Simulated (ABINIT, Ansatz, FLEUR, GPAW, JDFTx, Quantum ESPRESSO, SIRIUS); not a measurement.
# Au: 8 runs at one level of theory

```
CELL_PARAMETERS angstrom
0.05952 2.03278 2.02390
2.06284 0.03015 2.05328
2.07413 2.07344 0.01886
ATOMIC_POSITIONS crystal
Au 0.99810 0.99583 0.01853
```

The given cell was strained at random by a few per cent at fixed volume.

Alike in all runs: task single point; functional PBEsol; k mesh 11 × 11 × 11; occupations fermi-dirac, width 0.05 eV; no spin polarisation; no spin-orbit coupling. Pressure is positive in compression and, in plane waves, holds the error of the finite cutoff, which Ansatz's Pulay term estimates and takes out.

| program and potentials | plane-wave cutoff (eV) | notes | pressure (GPa) | energy over the undisturbed cell (meV/atom) |
| --- | --- | --- | --- | --- |
| Ansatz, Ansatz PAW | 420 | potentials made for PBE, which Ansatz adapts in part; 19 valence electrons an atom on average; Pulay term of +0.05 GPa included | 1.88 | 5.91 |
| FLEUR, all-electron, FLAPW | - | - | - | 5.95 |
| Ansatz, all-electron LAPW, scalar-relativistic | - | - | 1.86 | - |
| GPAW, PAW data sets generated for this functional | 600 | 11 valence electrons an atom on average | 4.89 | 6.51 |
| Quantum ESPRESSO, GBRV 1.5 PBEsol | 612 | 11 valence electrons an atom on average | 1.39 | 6.02 |
| ABINIT, PseudoDojo NC SR PBEsol v0.4.1 standard | 1034 | 19 valence electrons an atom on average | 1.44 | 5.89 |
| SIRIUS, PseudoDojo 0.4.1 PBEsol standard (scalar relativistic) | 1054 | 19 valence electrons an atom on average | 1.46 | 5.89 |
| JDFTx, PseudoDojo-SR-PBEsol-0.4.1-standard with smoothed tails | 1034 | 19 valence electrons an atom on average | 1.45 | 5.89 |

The pressure spans 1.39 (Quantum ESPRESSO, GBRV 1.5 PBEsol) to 4.89 GPa (GPAW, PAW data sets generated for this functional), with all-electron results at 1.86.

The functional is the same throughout but for its coding, so the spread measures potentials, basis and numerics; runs on potential files found faulty are left out.
